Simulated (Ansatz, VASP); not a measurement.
**C: VASP beside Ansatz**

File INCAR:

```
PREC     = Accurate       # precision mode
ENCUT    = 520            # plane-wave cutoff, eV
EDIFF    = 1E-6           # SCF threshold, eV
ISMEAR   = 0              # smearing method
SIGMA    = 0.05           # smearing width, eV
LREAL    = F              # projectors in reciprocal space
LASPH    = T              # aspherical terms in the spheres
NELM     = 100            # most SCF steps
ALGO     = Normal         # electronic algorithm
ISIF     = 2              # what is computed and relaxed
LWAVE    = F              # write WAVECAR
LCHARG   = T              # write CHGCAR
GGA      = PE             # functional
LELF     = T              # ELF
LVHAR    = T            
NBANDS   = 11             # bands
```

File KPOINTS:

```
regular mesh
0
Gamma
  12 12 12
```

Contents of POSCAR:

```
C
1.0
    0.0000000000      1.7857375322      1.6964506556
    1.7857375322      0.0000000000      1.6964506556
    1.7857375322      1.7857375322      0.0000000000
C
2
Direct
    0.5000000000      0.5000000000      0.5000000000
    0.7500000000      0.7500000000      0.7500000000
```

Input for Ansatz:

```yaml
crystal:
  lattice:
    - [0.0, 1.7857375322, 1.6964506556]
    - [1.7857375322, 0.0, 1.6964506556]
    - [1.7857375322, 1.7857375322, 0.0]
  atoms:
    - { symbol: C, position: [0.5, 0.5, 0.5] }
    - { symbol: C, position: [0.75, 0.75, 0.75] }
basis:
  ecutwfc: 420
kpoints:
  mp_grid: { grid: [12, 12, 12] }
hamiltonian:
  xc: pbe
scf:
  occupations: { method: gaussian, width: 0.05 }
output:
  forces: true
  stress: true
  eigenvalues: true
```

Change from the starting cell: strain +0.000 along x and y, -0.050 along z, atoms carried along.

Alike in both runs: task single point; functional PBE; k mesh 12 × 12 × 12; occupations gaussian, width 0.05 eV; no spin polarisation.

|  | VASP | Ansatz |
| --- | --- | --- |
| version | VASP 6.6.1 | Ansatz 0.2.0 |
| potentials or method | VASP PAW PBE potentials, release 64 (C) | scalar-relativistic, plane waves, PAW |
| plane-wave cutoff (eV) | 520 | 420 |
| valence electrons in the cell | 8 | 8 |

Ansatz gave:

| Property | Result |
| --- | --- |
| gap on the k mesh at the Fermi level (eV) | 2.96 |
| least direct gap on the mesh (eV) | 4.82 |
| pressure (GPa) | 24.5 |
| largest component of the traceless stress (GPa) | 31.64 |

Estimate VASP's values.

gap on the k mesh at the Fermi level (eV): 2.95; least direct gap on the mesh (eV): 4.81; pressure (GPa): 25.3; largest component of the traceless stress (GPa): 31.62.

Caveats: so large a pressure means that the cell lies far from this level's equilibrium, or that cutoff or potentials fall short (VASP).
